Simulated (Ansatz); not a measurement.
# Na: stress in a strained cell

Aim: deform Na (equal xx and yy strain of +1 %) and compute stress, forces and field gradients with LAPW, PAW and all-electron datasets made for the crystal.

Computed with Ansatz 0.2.0 (DFT PBE, scalar-relativistic, unless a step's input says otherwise).

## 1. The structure to begin with

Symmetry: Im-3m, No. 229, cubic system. Conventional cell: a = 4.235 Å, b = 4.235 Å, c = 4.235 Å, α = 90.00°, β = 90.00°, γ = 90.00°. Around Na (site symmetry m-3m) lie 8 Na at 3.67 Å.

Coordinates:

```cif
data_structure
_symmetry_space_group_name_H-M 'P 1'
_symmetry_Int_Tables_number 1
_cell_length_a 3.6676
_cell_length_b 3.6676
_cell_length_c 3.6676
_cell_angle_alpha 109.471
_cell_angle_beta 109.471
_cell_angle_gamma 109.471
_cell_volume 37.98
loop_
_atom_site_label
_atom_site_type_symbol
_atom_site_fract_x
_atom_site_fract_y
_atom_site_fract_z
_atom_site_occupancy
Na1 Na 0.00000 0.00000 0.00000 1
```

## 2. After the deformation

Space group Im-3m before, I4/mmm after.

## 3. LAPW, all electrons

File input.yaml:

```yaml
crystal:
  lattice:
    - [-2.138675, 2.138675, 2.1175]
    - [2.138675, -2.138675, 2.1175]
    - [2.138675, 2.138675, -2.1175]
  atoms:
    - { symbol: Na, position: [0.0, 0.0, 0.0] }
kpoints:
  mp_grid: { grid: [12, 12, 12] }
  band_path:
    path:
      - [0.0, 0.0, 0.0]
      - [0.0, 0.0, 0.5]
      - [-0.5, 0.5, 0.5]
      - [0.0, 0.0, 0.0]
      - [0.4950740124, 0.4950740124, -0.4950740124]
      - [-0.4950740124, 0.5049259876, 0.4950740124]
      - [-0.5, 0.5, 0.5]
      - [0.0, 0.0, 0.5]
      - [0.25, 0.25, 0.25]
    npoints: 5
scf:
  occupations: { method: fermi_dirac, width: 0.05 }
hamiltonian:
  xc: pbe
  pseudopotentials: { kind: all_electron, lapw: { basis_error: 0.00025 } }
output:
  forces: true
  stress: true
  eigenvalues: true
```

The run is started by

```bash
> ansatz run input.yaml --threads 1 --pin off --max-ram 3072MiB --backend cpu --events-out ev --progress --plain --runs-dir out
```

## 4. Frozen-core PAW

File input.yaml:

```yaml
crystal:
  lattice:
    - [-2.138675, 2.138675, 2.1175]
    - [2.138675, -2.138675, 2.1175]
    - [2.138675, 2.138675, -2.1175]
  atoms:
    - { symbol: Na, position: [0.0, 0.0, 0.0] }
kpoints:
  mp_grid: { grid: [12, 12, 12] }
scf:
  occupations: { method: fermi_dirac, width: 0.05 }
hamiltonian:
  xc: pbe
  pseudopotentials: { kind: paw }
output:
  forces: true
  stress: true
  eigenvalues: true
  efg: { contact_densities: true }
```

## 5. All-electron PAW on datasets made for the crystal

Changes to input.yaml since step 4:

```diff
@@ -13,3 +13,3 @@
   xc: pbe
-  pseudopotentials: { kind: paw }
+  pseudopotentials: { kind: all_electron, datasets: crystal }
 output:
```

(Steps that only read results are left out.)

**Question.** What will these runs give? Wanted: pressure; largest shear or deviatoric stress.

As calculated:

| quantity | value |
| --- | --- |
| pressure | LAPW -0.32, PAW -0.33, crystal datasets -0.32 GPa |
| largest shear or deviatoric stress (LAPW) | 0.02 GPa |

In words: The largest part of the stress beyond the pressure is 0.02 GPa in size, in the zz component. No run of the undeformed cell stands beside it, so the pressure holds what the given cell had before the change. PAW: stress within 0.01 GPa of LAPW. Crystal datasets: stress within 0.01 GPa of LAPW.
